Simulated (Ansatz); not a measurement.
A run of Ansatz 0.2.0:

input.yaml

```yaml
crystal:
  lattice:
    - [1.4730471633, 0.8504641763, 7.20465]
    - [-1.4730471633, 0.8504641763, 7.20465]
    - [0.0, -1.7009283525, 7.20465]
  atoms:
    - { symbol: Ag, position: [0.222281, 0.222281, 0.222281] }
    - { symbol: Ag, position: [0.777719, 0.777719, 0.777719] }
    - { symbol: Ag, position: [0.0, 0.0, 0.0] }
hamiltonian:
  xc: pbe
  pseudopotentials: { kind: paw }
kpoints:
  mp_grid: { grid: [10, 10, 10] }
scf:
  occupations: { method: fermi_dirac, width: 0.05 }
output:
  forces: true
  stress: true
  eigenvalues: true
```

Potentials or basis: Ansatz PAW.

Launch:

```bash
$ ansatz run input.yaml --threads 2 --pin off --max-ram 5120MiB --backend cpu --events-out ev --progress --plain --runs-dir out
```

Hardware: 2 threads of Arm Neoverse V1 (shared host).

Question: How long does it take, and how much memory?

Answer: It took 4.3 s on 2 threads of Arm Neoverse V1, on a shared host, peak memory 0.41 GiB. Counts: scf iterations 6, plane waves 1057, k points 116, bands 35.
